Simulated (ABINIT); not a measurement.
Input of an ABINIT 10.8.3 (patched build) run:

File run.abi:

```
ndtset 3

pp_dirpath "./"
pseudos "Se.upf, Zn.upf"

acell 3*1.0
rprim
     0.0000000000     5.3551058920     5.3551058920
     5.3551058920     0.0000000000     5.3551058920
     5.3551058920     5.3551058920     0.0000000000
ntypat 2
znucl 34 30
natom 2
typat 1 2
xred
            3/4            3/4            3/4
            0.0            0.0            0.0

ecut 1088.455450 eV

ngkpt 4 4 4
nshiftk 4
shiftk
     0.5000000000     0.5000000000     0.5000000000
     0.5000000000     0.0000000000     0.0000000000
     0.0000000000     0.5000000000     0.0000000000
     0.0000000000     0.0000000000     0.5000000000

ixc 11

nband 18
occopt 1

nstep 80
diemac 6.0

prteig 0
prtebands 0
prtwf 0
prtden 0
prtpot 0

kptopt1 1
tolvrs1 1.0e-15
prtwf1 1

iscf2 -3
rfelfd2 2
rfdir2 1 1 1
getwfk2 1
kptopt2 2
nqpt2 1
qpt2 0.0 0.0 0.0
tolwfr2 1.0e-18
prtwf2 1

rfelfd3 3
rfdir3 1 1 1
getwfk3 1
getddk3 2
kptopt3 2
nqpt3 1
qpt3 0.0 0.0 0.0
tolvrs3 1.0e-8
```

The input mrgddb.in:

```
merged_DDB
ZnSe
2
runo_DS1_DDB
runo_DS3_DDB
```

Contents of anaddb.abi:

```
ddb_filepath "merged_DDB"
output_file "anaddb.abo"
outdata_prefix "ana"
asr 1
chneut 1
dipdip 1
dieflag 2
enunit 0
```

Potentials or basis: PseudoDojo NC SR PBE v0.4.1 standard.

The run is started by

```console
$ mpirun --bind-to none -np 4 abinit run.abi > log 2>&1
$ mrgddb < mrgddb.in > mrgddb.log 2>&1
$ anaddb anaddb.abi > anaddb.log 2>&1
```

Problem. What does it give for the electronic dielectric tensor (diagonal)?

Solution. 7.35.

Problem. What does it give for the Born charges (mean of the diagonal)?

Solution. Se -2.06; Zn +2.06 e.

Problem. What does it give for the pressure?

Solution. 1.9 GPa.

Born effective charge tensors (e):
atom 1, Se
```
-2.06  0.00  0.00
 0.00 -2.06  0.00
 0.00  0.00 -2.06
```
atom 2, Zn
```
2.06 0.00 0.00
0.00 2.06 0.00
0.00 0.00 2.06
```

**What was measured.**

From a printed reference work, textbook, for a bulk crystal of ZnSe: high-frequency dielectric constant 5.9.

A measured high-frequency dielectric constant of ZnSe is 5.9 (a printed reference work, textbook); the calculated 7.35 misses it by +24.6 %.
